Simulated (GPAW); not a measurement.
Crystal: Sc.

```
Sc
1.0
     3.30900    0.00000    0.00000
    -1.65450    2.86568    0.00000
     0.00000    0.00000    5.27330
Sc
2
Direct
  0.66667 0.33333 0.75000
  0.33333 0.66667 0.25000
```

Base run:

```yaml
Program: GPAW 26.7.0
Functional: PBEsol
Potentials_or_basis: PAW data sets generated in the run's folder for this functional
Cutoff: 600 eV
Basis: pw
k_mesh: 9 × 9 × 5
Occupations: gaussian, width 0.02 eV
Spin: no spin polarisation
```

Its results: pressure -2.8 GPa.

Q: The run is repeated on the same cell with these changes: occupations from gaussian, width 0.02 eV to fermi-dirac, width 0.05 eV; hubbard terms from none to Sc d U = 4.3 eV. What comes out?

A: Pressure 3.9 GPa.

Caveats: U without spin polarisation on a metal has little footing (some runs); the U is typed as a test and isn't derived for this compound (some runs).

Not every run made on this cell is shown here.
